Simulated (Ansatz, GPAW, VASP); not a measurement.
# C: 4 runs at one level of theory

```
CELL_PARAMETERS angstrom
0.00000 1.78337 1.78337
1.78337 0.00000 1.78337
1.78337 1.78337 0.00000
ATOMIC_POSITIONS crystal
C 0.75000 0.75000 0.75000
C 0.50000 0.50000 0.50000
```

Alike in all runs: task single point; functional PBE; k mesh 13 × 13 × 13; occupations gaussian, width 0.014 eV; no spin polarisation; no spin-orbit coupling. Pressure is positive in compression and, in plane waves, holds the error of the finite cutoff, which Ansatz's Pulay term estimates and takes out.

```json
{"program and potentials": "Ansatz, Ansatz PAW", "plane-wave cutoff (eV)": "420", "notes": "Pulay term of +1.04 GPa included", "pressure (GPa)": "1.78"}
{"program and potentials": "Ansatz, all-electron LAPW, scalar-relativistic", "plane-wave cutoff (eV)": "-", "notes": "-", "pressure (GPa)": "1.75"}
{"program and potentials": "GPAW, GPAW PAW data sets (gpaw-data 1.2.1)", "plane-wave cutoff (eV)": "800", "notes": "-", "pressure (GPa)": "1.42"}
{"program and potentials": "VASP, PBE PAW files C, 520 eV", "plane-wave cutoff (eV)": "520", "notes": "-", "pressure (GPa)": "2.46"}
```

The pressure spans 1.42 (GPAW, GPAW PAW data sets (gpaw-data 1.2.1)) to 2.46 GPa (VASP, PBE PAW files C, 520 eV), with all-electron results at 1.75.

Differences between rows come from potentials, basis sets and numerical settings, since the functional is the same but for its coding. Runs on potential files found faulty are left out.
